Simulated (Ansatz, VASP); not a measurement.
One calculation of In3Se, two programs

File INCAR:

```
PREC = Accurate
ENCUT = 520
EDIFF = 1E-6
ISMEAR = 0
SIGMA = 0.1
LREAL = False
LASPH = True
NELM = 100
ALGO = Fast
ISIF = 2
LWAVE = False
LCHARG = False
GGA = PE
NBANDS = 30
```

KPOINTS

```
Automatic mesh
0
Gamma
  10 10 10
```

POSCAR

```
In3Se
1.0
    4.7938622585      0.0000000000      0.0000000000
    0.0000000000      4.7938622585      0.0000000000
    0.0000000000      0.0000000000      4.7938622585
In Se
3 1
Direct
    0.0000000000      0.5000000000      0.5000000000
    0.5000000000      0.0000000000      0.5000000000
    0.5000000000      0.5000000000      0.0000000000
    0.0000000000      0.0000000000      0.0000000000
```

Input for Ansatz:

```yaml
crystal:
  lattice:
    - [4.7938622585, 0.0, 0.0]
    - [0.0, 4.7938622585, 0.0]
    - [0.0, 0.0, 4.7938622585]
  atoms:
    - { symbol: In, position: [0.0, 0.5, 0.5] }
    - { symbol: In, position: [0.5, 0.0, 0.5] }
    - { symbol: In, position: [0.5, 0.5, 0.0] }
    - { symbol: Se, position: [0.0, 0.0, 0.0] }
basis:
  ecutwfc: 420
kpoints:
  mp_grid: { grid: [10, 10, 10] }
hamiltonian:
  xc: pbe
scf:
  occupations: { method: gaussian, width: 0.1 }
output:
  forces: true
  stress: true
  eigenvalues: true
```

Alike in both runs: task single point; functional PBE; k mesh 10 × 10 × 10; occupations gaussian, width 0.1 eV; no spin polarisation.

|  | VASP | Ansatz |
| --- | --- | --- |
| version | VASP 6.6.1 | Ansatz 0.2.0 |
| potentials or method | VASP PAW PBE potentials, release 64 (In_d, Se) | scalar-relativistic, plane waves, PAW |
| plane-wave cutoff (eV) | 520 | 420 |
| valence electrons in the cell | 45 | 55 |

```csv
,VASP,Ansatz,Ansatz less VASP
gap on the k mesh at the Fermi level (eV),none,none,-
pressure (GPa),-0.1,-0.1,+0.01
```

A gap of «none» marks a metal or a gap that the smearing closes. The two sets of potentials don't hold the same shells in valence.
